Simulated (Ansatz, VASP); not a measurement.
**One calculation of Be, two programs**

```
Be
1.0
     2.25351    0.00000    0.00000
    -1.12676    1.95160    0.00000
     0.00000    0.00000    3.60090
Be
2
Direct
  0.33333 0.66667 0.25000
  0.66667 0.33333 0.75000
```

Change from the starting cell: x and y stretched by -2 %, z held.

Alike in both runs: task single point; functional PBE; k mesh 16 × 16 × 9; occupations fermi-dirac, width 0.05 eV; no spin polarisation.

|  | VASP | Ansatz |
| --- | --- | --- |
| version | VASP 6.6.1 | Ansatz 0.2.0 |
| potentials or method | VASP PAW PBE potentials, release 64 (Be), cutoff 520 eV | all-electron LAPW, scalar-relativistic |

VASP gave:

```
pressure (GPa)                                  : -0.1
largest component of the traceless stress (GPa) : 4.25
```

**Question.** Estimate Ansatz's values.

**Answer.** Pressure (GPa): -0.3; largest component of the traceless stress (GPa): 4.28.

Ansatz ran all-electron here, so the differences hold the error of VASP's frozen core and of both bases.
